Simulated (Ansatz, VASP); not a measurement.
# KF: VASP beside Ansatz

Contents of INCAR:

```
ALGO = Normal ; EDIFF = 1E-6
ENCUT = 520 ; ISIF = 2
ISMEAR = 0 ; LASPH = True
LCHARG = False ; LREAL = False
LWAVE = False ; NBANDS = 15
NELM = 80 ; PREC = Accurate
SIGMA = 0.05
```

KPOINTS

```
k-points
0
Gamma
  8 8 8
```

POSCAR

```
KF
1.0
    0.0000000000      2.5817196783      2.9689776300
    2.6720798670      0.0000000000      2.9689776300
    2.6720798670      2.5817196783      0.0000000000
K F
1 1
Direct
    0.0000000000      0.0000000000      0.0000000000
    0.5000000000      0.5000000000      0.5000000000
```

Input for Ansatz:

```yaml
crystal:
  lattice:
    - [0.0, 2.5817196783, 2.96897763]
    - [2.672079867, 0.0, 2.96897763]
    - [2.672079867, 2.5817196783, 0.0]
  atoms:
    - { symbol: K, position: [0.0, 0.0, 0.0] }
    - { symbol: F, position: [0.5, 0.5, 0.5] }
basis:
  ecutwfc: 520.0
kpoints:
  mp_grid: { grid: [8, 8, 8] }
hamiltonian:
  xc: lda
scf:
  occupations: { method: gaussian, width: 0.05 }
output:
  forces: true
  stress: true
  eigenvalues: true
```

Change from the starting cell: normal strain along x +0.0350, normal strain along z +0.1500.

Alike in both runs: task single point; functional LDA; k mesh 8 × 8 × 8; occupations gaussian, width 0.05 eV; no spin polarisation.

|  | VASP | Ansatz |
| --- | --- | --- |
| version | VASP 6.6.1 | Ansatz 0.2.0 |
| potentials or method | VASP PAW LDA potentials, release 64 (K_sv, F) | scalar-relativistic, plane waves, PAW |
| plane-wave cutoff (eV) | 520 | 520 |
| valence electrons in the cell | 16 | 16 |

Ansatz gave:

- gap on the k mesh at the Fermi level (eV): 5.34
- least direct gap on the mesh (eV): 5.34
- pressure (GPa): -3.9
- largest component of the traceless stress (GPa): 1.54

**Question.** Estimate VASP's values.

**Answer.** gap on the k mesh at the Fermi level (eV): 5.32; least direct gap on the mesh (eV): 5.32; pressure (GPa): -3.9; largest component of the traceless stress (GPa): 1.66.

A k mesh can miss the band edges.
